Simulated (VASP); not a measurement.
# InSb (F-43m) in VASP: a series of runs

One crystal, InSb, is run at these levels: PBEsol; tasks: relaxation of cell and atoms.

All numbers are computed with VASP 6.6.1; they aren't measurements. Logs are shortened: lines on timing, memory, paths and dates and some standing lists are left out, and cuts for length are marked.

## Step 1: Starting point

It takes space group F-43m (No. 216, cubic). Conventional cell: a = 6.478 Å, b = 6.478 Å, c = 6.478 Å, α = 90.00°, β = 90.00°, γ = 90.00°. In (site symmetry -43m) is surrounded by 4 Sb at 2.81 Å. Sb (site symmetry -43m) is surrounded by 4 In at 2.81 Å.

## Step 2: Relaxation of cell and atoms, PBEsol

INCAR

```
PREC = Accurate ; ENCUT = 520
EDIFF = 1E-7 ; ISMEAR = 0
SIGMA = 0.02 ; LREAL = F
LASPH = T ; NELM = 100
ALGO = Fast ; ISIF = 3
LWAVE = F ; LCHARG = F
GGA = PS ; IBRION = 2
NSW = 80 ; EDIFFG = -0.002
KPAR = 4
```

KPOINTS

```
Automatic mesh
0
Gamma
  8 8 8
```

POSCAR

```
InSb
1.0
    0.0000000000      3.2391000000      3.2391000000
    3.2391000000      0.0000000000      3.2391000000
    3.2391000000      3.2391000000      0.0000000000
In Sb
1 1
Direct
    0.0000000000      0.0000000000      0.0000000000
    0.2500000000      0.2500000000      0.2500000000
```

Potentials or basis: VASP PAW PBE potentials, release 64 (In_d, Sb).

Launch:

```bash
$ cat potpaw_PBE.64/In_d/POTCAR potpaw_PBE.64/Sb/POTCAR > POTCAR
$ mpirun -np 4 vasp_std > vasp.out
```

OUTCAR:

```text
PREC = Accurate
   ENCUT = 520
   EDIFF = 1E-7
   ISMEAR = 0
   LREAL = F
   LASPH = T
   NELM = 100
   ISIF = 3
   GGA = PS
   IBRION = 2
   NSW = 80
   EDIFFG = -0.002

 ion  position               nearest neighbor table
   1  0.000  0.000  0.000-   2 2.81   2 2.81   2 2.81   2 2.81
   2  0.250  0.250  0.250-   1 2.81   1 2.81   1 2.81   1 2.81

  LATTYP: Found a face centered cubic cell.
 ALAT       =     6.4782000000

  Lattice vectors:

 A1 = (   0.0000000000,   3.2391000000,   3.2391000000)
 A2 = (   3.2391000000,   0.0000000000,   3.2391000000)
 A3 = (   3.2391000000,   3.2391000000,   0.0000000000)

Analysis of symmetry for initial positions (statically):
=====================================================================
 Subroutine PRICEL returns:
 Original cell was already a primitive cell.

 Routine SETGRP: Setting up the symmetry group for a
 face centered cubic supercell.

 Subroutine GETGRP returns: Found 24 space group operations
 (whereof 24 operations were pure point group operations)
 out of a pool of 48 trial point group operations.

The static configuration has the point symmetry T_d .

Analysis of symmetry for dynamics (positions and initial velocities):
=====================================================================
 Subroutine PRICEL returns:
 Original cell was already a primitive cell.

 Routine SETGRP: Setting up the symmetry group for a
 face centered cubic supercell.

 Subroutine GETGRP returns: Found 24 space group operations
 (whereof 24 operations were pure point group operations)
 out of a pool of 48 trial point group operations.

The dynamic configuration has the point symmetry T_d .

 Subroutine INISYM returns: Found 24 space group operations
 (whereof 24 operations are pure point group operations),
 and found     1 'primitive' translations

----------------------------------------------------------------------------------------

                                     Primitive cell

  volume of cell :      67.9678

  direct lattice vectors                    reciprocal lattice vectors
     0.000000000  3.239100000  3.239100000    -0.154363867  0.154363867  0.154363867
     3.239100000  0.000000000  3.239100000     0.154363867 -0.154363867  0.154363867
     3.239100000  3.239100000  0.000000000     0.154363867  0.154363867 -0.154363867

  length of vectors
     4.580779150  4.580779150  4.580779150     0.267366060  0.267366060  0.267366060

  position of ions in fractional coordinates (direct lattice)
     0.000000000  0.000000000  0.000000000
     0.250000000  0.250000000  0.250000000

  ion indices of the primitive-cell ions
   primitive index   ion index
                 1           1
                 2           2

----------------------------------------------------------------------------------------

 KPOINTS: Automatic mesh

Automatic generation of k-mesh.
 Grid dimensions read from file:
 generate k-points for:    8    8    8

 Generating k-lattice:

  Cartesian coordinates                     Fractional coordinates (reciprocal lattice)
    -0.019295483  0.019295483  0.019295483     0.125000000  0.000000000  0.000000000
     0.019295483 -0.019295483  0.019295483     0.000000000  0.125000000  0.000000000
     0.019295483  0.019295483 -0.019295483     0.000000000  0.000000000  0.125000000

  Length of vectors
     0.033420757  0.033420757  0.033420757

  Shift w.r.t. Gamma in fractional coordinates (k-lattice)
     0.000000000  0.000000000  0.000000000

 Subroutine IBZKPT returns following result:
 ===========================================

 Found     29 irreducible k-points:

 Following reciprocal coordinates:
            Coordinates               Weight
  0.000000  0.000000  0.000000      1.000000
  0.125000  0.000000  0.000000      8.000000
  0.250000  0.000000  0.000000      8.000000
  0.375000  0.000000  0.000000      8.000000
  0.500000  0.000000  0.000000      4.000000
  0.125000  0.125000  0.000000      6.000000
[... 16 lines left out ...]
  0.500000  0.250000  0.125000     48.000000
 -0.375000  0.250000  0.125000     24.000000
 [... further k-points ...]
   k-points           NKPTS =     29   k-points in BZ     NKDIM =     29   number of bands    NBANDS=     13
   number of dos      NEDOS =    301   number of ions     NIONS =      2
   total plane-waves  NPLWV =  46656
   dimension x,y,z NGX =    36 NGY =   36 NGZ =   36
   dimension x,y,z NGXF=    72 NGYF=   72 NGZF=   72
   ions per type =               1   1
   NGX,Y,Z   is equivalent  to a cutoff of  13.07, 13.07, 13.07 a.u.
   NGXF,Y,Z  is equivalent  to a cutoff of  26.13, 26.13, 26.13 a.u.
 SYSTEM =  unknown system
   PREC   = accura    normal or accurate (medium, high low for compatibility)
   ISTART =      0    job   : 0-new  1-cont  2-samecut
   ICHARG =      2    charge: 1-file 2-atom 10-const
   ISPIN  =      1    spin polarized calculation?
   LNONCOLLINEAR =      F non collinear calculations
   LSORBIT =      F    spin-orbit coupling
   LASPH  =      T    aspherical Exc in radial PAW
   ENCUT  =  520.0 eV  38.22 Ry    6.18 a.u.   8.52  8.52  8.52*2*pi/ulx,y,z
   NELM   =    100;   NELMIN=  2; NELMDL= -5     # of ELM steps
   EDIFF  = 0.1E-06   stopping-criterion for ELM
   LREAL  =      F    real-space projection
   EDIFFG = -.2E-02   stopping-criterion for IOM
   NSW    =     80    number of steps for IOM
   IBRION =      2    ionic relax: 0-MD 1-quasi-New 2-CG
   NFREE  =      1    steps in history (QN), initial steepest desc. (CG)
   ISIF   =      3    stress and relaxation
   ISYM   =      2    0-nonsym 1-usesym 2-fastsym
   POTIM  = 0.5000    time-step for ionic-motion
   TEBEG  =    0.0;   TEEND  =   0.0 temperature during run
   PSTRESS=    0.0 pullay stress
   NELECT =      18.0000    total number of electrons
   NUPDOWN=      -1.0000    fix difference up-down
   EMIN   =  10.00;   EMAX   =-10.00  energy-range for DOS
   EFERMI =   0.00;   METHOD = LEGACY
   ISMEAR =     0;   SIGMA  =   0.02  broadening in eV -4-tet -1-fermi 0-gaus
   EFERMI_NEDOS =   21; number of points for ismear=-14 and -15
   IALGO  =     68    algorithm
   IMIX   =      4    mixing-type and parameters
     AMIX     =   0.40;   BMIX     =  1.00
     AMIX_MAG =   1.60;   BMIX_MAG =  1.00
  volume/ion in A,a.u.               =      33.98       229.33
  Fermi-wavevector in a.u.,A,eV,Ry     =   1.051311  1.986690 15.037912  1.105255
  Thomas-Fermi vector in A             =   2.186349
   LORBIT       =      0    0 simple, 1 ext, 2 COOP (PROOUT), +10 PAW based schemes
   GGA     = PS    functional components
   LHFCALC =     F    Hartree Fock is set to
   AEXX    =    0.0000 exact exchange contribution
   IVDW    =     0    specifies the selected vdW correction
   LEPSILON=     F    determine dielectric tensor
   LRPA    =     F    only Hartree local field effects (RPA)
 conjugate gradient relaxation of ions
 non-spin polarized calculation
 RMM-DIIS sequential band-by-band and
 Gauss-broadening in eV      SIGMA  =   0.02
  energy-cutoff  :      520.00
  volume of cell :       67.97
 maximum number of plane-waves:      1850
 NGX is ok and might be reduce to    36
   NGX = 17   NGY = 17   NGZ = 17

--------------------------------------- Ionic step        1  -------------------------------------------

 number of electron      17.9999993 magnetization

 Free energy of the ion-electron system (eV)
  ---------------------------------------------------
  ext. energy  EPLUGINS =         0.00000000
  ---------------------------------------------------
  free energy    TOTEN  =        -7.69189774 eV

  energy without entropy =       -7.69183748  energy(sigma->0) =       -7.69186761

------------------------ aborting loop because EDIFF is reached ----------------------------------------

  FORCE on cell =-STRESS in cart. coord.  units (eV):
  Direction    XX          YY          ZZ          XY          YZ          ZX
  --------------------------------------------------------------------------------------
  -------------------------------------------------------------------------------------
  Total        0.3737399      0.3737399      0.3737399     -0.0000000      0.0000000     -0.0000000
  in kB        8.8100211      8.8100211      8.8100211     -0.0000000      0.0000000     -0.0000000
  external PRESSURE =       8.8100211 kB  Pullay stress =       0.0000000 kB
[... 21 lines left out ...]
  energy  without entropy=       -7.6918374835  energy(sigma->0) =       -7.69186761

--------------------------------------- Ionic step        2  -------------------------------------------

 number of electron      17.9999996 magnetization

 E-fermi :   4.6936     XC(G=0):  -8.7553

 val. band max:        4.6874952205   @ k =   0.0000   0.0000   0.0000
 cond. band min:       5.1132351575   @ k =   0.5000   0.0000   0.0000
 fundamental gap:      0.4257399369
 Fermi energy:         4.6935865737

 k-point     1 :       0.0000    0.0000    0.0000
  band No.  band energies     occupation
      1      -9.7994      2.00000
      2      -9.7994      2.00000
      3      -9.7994      2.00000
      4      -9.7201      2.00000
      5      -9.7201      2.00000
      6      -5.8954      2.00000
      7       4.2762      2.00000
      8       4.6875      1.33333
      9       4.6875      1.33333
     10       4.6875      1.33333
     11       7.6205      0.00000
     12       7.6205      0.00000
     13       7.6205      0.00000
[... 433 lines left out ...]
  FREE ENERGIE OF THE ION-ELECTRON SYSTEM (eV)
  ---------------------------------------------------
  free  energy   TOTEN  =        -7.6954847563 eV

  energy  without entropy=       -7.6954244976  energy(sigma->0) =       -7.69545463

[... ionic steps 4 to 10 ...]

--------------------------------------- Ionic step       11  -------------------------------------------

 number of electron      17.9999994 magnetization

------------------------ aborting loop because EDIFF is reached ----------------------------------------

  FORCE on cell =-STRESS in cart. coord.  units (eV):
  Direction    XX          YY          ZZ          XY          YZ          ZX
  --------------------------------------------------------------------------------------
  -------------------------------------------------------------------------------------
  Total        0.0083138      0.0083138      0.0083138      0.0000000      0.0000000     -0.0000000
  in kB        0.1922692      0.1922692      0.1922692      0.0000000      0.0000000     -0.0000000
  external PRESSURE =       0.1922692 kB  Pullay stress =       0.0000000 kB
[... 57 lines left out ...]
  energy  without entropy=       -7.6954244084  energy(sigma->0) =       -7.69545454

--------------------------------------- Ionic step       13  -------------------------------------------

 number of electron      17.9999994 magnetization

 Free energy of the ion-electron system (eV)
  ---------------------------------------------------
  ext. energy  EPLUGINS =         0.00000000
  ---------------------------------------------------
  free energy    TOTEN  =        -7.69548515 eV

  energy without entropy =       -7.69542489  energy(sigma->0) =       -7.69545502

 E-fermi :   4.7688     XC(G=0):  -8.7863

 val. band max:        4.7626599436   @ k =   0.0000   0.0000   0.0000
 cond. band min:       5.2006123341   @ k =   0.5000   0.0000   0.0000
 fundamental gap:      0.4379523905
 Fermi energy:         4.7687512996

 k-point     1 :       0.0000    0.0000    0.0000
  band No.  band energies     occupation
      1      -9.7394      2.00000
      2      -9.7394      2.00000
      3      -9.7394      2.00000
      4      -9.6581      2.00000
      5      -9.6581      2.00000
      6      -5.8654      2.00000
      7       4.3924      2.00000
      8       4.7627      1.33333
      9       4.7627      1.33333
     10       4.7627      1.33333
     11       7.6950      0.00000
     12       7.6950      0.00000
     13       7.6950      0.00000
[... 397 lines left out ...]
  FREE ENERGIE OF THE ION-ELECTRON SYSTEM (eV)
  ---------------------------------------------------
  free  energy   TOTEN  =        -7.6954851485 eV

  energy  without entropy=       -7.6954248897  energy(sigma->0) =       -7.69545502

 reached required accuracy - stopping structural energy minimisation
```

It took 88 s on 4 MPI ranks of AMD EPYC 7R13 (Zen 3), shared host; peak memory 0.21 GiB.

What came out:

```
Free energy                            : -7.6955 eV
Relaxed volume                         : 34.66 Å³/atom
Relaxed cell                           : a = 4.611 Å, b = 4.611 Å, c = 4.611 Å, α = 60.00°, β = 60.00°, γ = 60.00°
Space group after relaxing (to 0.05 Å) : F-43m (No. 216)
Energy gained by relaxing              : 1.8 meV/atom
Ionic steps                            : 13
Pressure after relaxing                : 0.0 GPa
Band gap on the k mesh                 : none (metal or under the smearing width)
```

Step by step:
| step | energy change (eV) | largest force (eV/Å) | pressure (GPa) | volume (Å³) |
| --- | --- | --- | --- | --- |
| 1 | 0.0000 | 0.0000 | 0.88 | 67.97 |
| 2 | -0.0031 | 0.0000 | -0.32 | 69.82 |
| 3 | -0.0036 | 0.0000 | -0.03 | 69.30 |
| 4 | -0.0036 | 0.0000 | 0.03 | 69.26 |
| 5 | -0.0036 | 0.0000 | 0.03 | 69.26 |
| 6 | -0.0036 | 0.0000 | 0.03 | 69.27 |
| 7 | -0.0036 | 0.0000 | 0.03 | 69.27 |
| 8 | -0.0036 | 0.0000 | 0.03 | 69.27 |
| 9 | -0.0036 | 0.0000 | 0.03 | 69.27 |
| 10 | -0.0036 | 0.0000 | 0.02 | 69.27 |
| 11 | -0.0036 | 0.0000 | 0.02 | 69.28 |
| 12 | -0.0036 | 0.0000 | 0.01 | 69.29 |
| 13 | -0.0036 | 0.0000 | -0.01 | 69.31 |

Final structure:
```
In Sb
1.0
     0.00000    3.26035    3.26035
     3.26035    0.00000    3.26035
     3.26035    3.26035    0.00000
In Sb
1 1
Cartesian
  3.2603 3.2603 6.5207
  1.6302 1.6302 1.6302
```

Caveat: the PAW data sets were made with another functional, which shifts forces and pressure a little; this crystal is a semiconductor, whose small gap the functional closes, so the metal is an error of the method.

## Step 3: Relaxation of cell and atoms, PBEsol

This run uses another cell than the first one, of 34.66 Å³/atom, 1.020 times its volume.

INCAR is that of step 2.

KPOINTS is that of step 2.

POSCAR

```
InSb                                    
1.0
    0.0000000000      3.2603479211      3.2603479211
    3.2603479211     -0.0000000000      3.2603479211
    3.2603479211      3.2603479211     -0.0000000000
  In              Sb            
     1     1
Direct
     1.0000000000000000    1.0000000000000000    0.0000000000000000
     0.2500000000000000    0.2500000000000000    0.2500000000000000
```

Potentials or basis: VASP PAW PBE potentials, release 64 (In_d, Sb).

Launch:

```bash
$ cat potpaw_PBE.64/In_d/POTCAR potpaw_PBE.64/Sb/POTCAR > POTCAR
$ mpirun -np 4 vasp_std > vasp.out
```

Wall time 30 s (4 MPI ranks of AMD EPYC 7R13 (Zen 3), shared host); peak memory 0.2 GiB.

It converged, with:

```
Free energy                            : -7.6957 eV
Relaxed volume                         : 34.66 Å³/atom
Relaxed cell                           : a = 4.611 Å, b = 4.611 Å, c = 4.611 Å, α = 60.00°, β = 60.00°, γ = 60.00°
Space group after relaxing (to 0.05 Å) : F-43m (No. 216)
Energy gained by relaxing              : 0.0 meV/atom
Ionic steps                            : 4
Pressure after relaxing                : 0.0 GPa
Band gap on the k mesh                 : none (metal or under the smearing width)
```

Final structure:
```xyz
2
Lattice="0.0000 3.2605 3.2605 3.2605 0.0000 3.2605 3.2605 3.2605 0.0000" Properties=species:S:1:pos:R:3 pbc="T T T"
In    0.0000    0.0000    0.0000
Sb    1.6302    1.6302    1.6302
```

Levels at points of the mesh, in eV from the Fermi level:
```tsv
k point	band 7	band 8	band 9	band 10	band 11	band 12
(0.00, 0.00, 0.00)	-0.38	-0.01	-0.01	-0.01	2.93	2.93
(0.50, 0.00, 0.00)	-5.57	-0.99	-0.99	0.43	3.77	3.77
(0.50, 0.50, 0.00)	-5.87	-2.22	-2.22	1.27	1.28	8.00
```

Caveat: the PAW data sets were made with another functional, which shifts forces and pressure a little; this crystal is a semiconductor, whose small gap the functional closes, so the metal is an error of the method. The run has no spin-orbit coupling, so splittings on Sb are missing.
